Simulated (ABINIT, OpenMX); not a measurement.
# Zr: programs and potentials compared

```xyz
2
Lattice="3.2320 0.0000 0.0000 -1.6160 2.7990 0.0000 0.0000 0.0000 5.1470" Properties=species:S:1:pos:R:3 pbc="T T T"
Zr    1.6160    0.9330    3.8603
Zr    0.0000    1.8660    1.2868
```

Alike in all runs: task band structure; functional LDA; k mesh 9 × 9 × 5; occupations fermi-dirac, width 0.05 eV; no spin polarisation; no spin-orbit coupling. LDA stands for any of its common fits. Pressure is positive in compression and, in plane waves, holds the error of the finite cutoff.

| program and potentials | plane-wave cutoff (eV) | notes | pressure (GPa) |
| --- | --- | --- | --- |
| ABINIT, PseudoDojo NC SR LDA v0.4 stringent | 952 | - | ? |
| OpenMX, OpenMX 2013 LDA set, Zr7.0-s3p2d2, grid cutoff 400 Ry | - | atomic basis | -5.08 |
| ABINIT, JTH PAW LDA v2.0 | 463 | - | -6.15 |

**Question.** Estimate from the other rows what the run with ABINIT, PseudoDojo NC SR LDA v0.4 stringent gave.

**Answer.** Pressure -6.00 GPa. The other rows, which needn't bracket it: pressure -6.15 to -5.08.
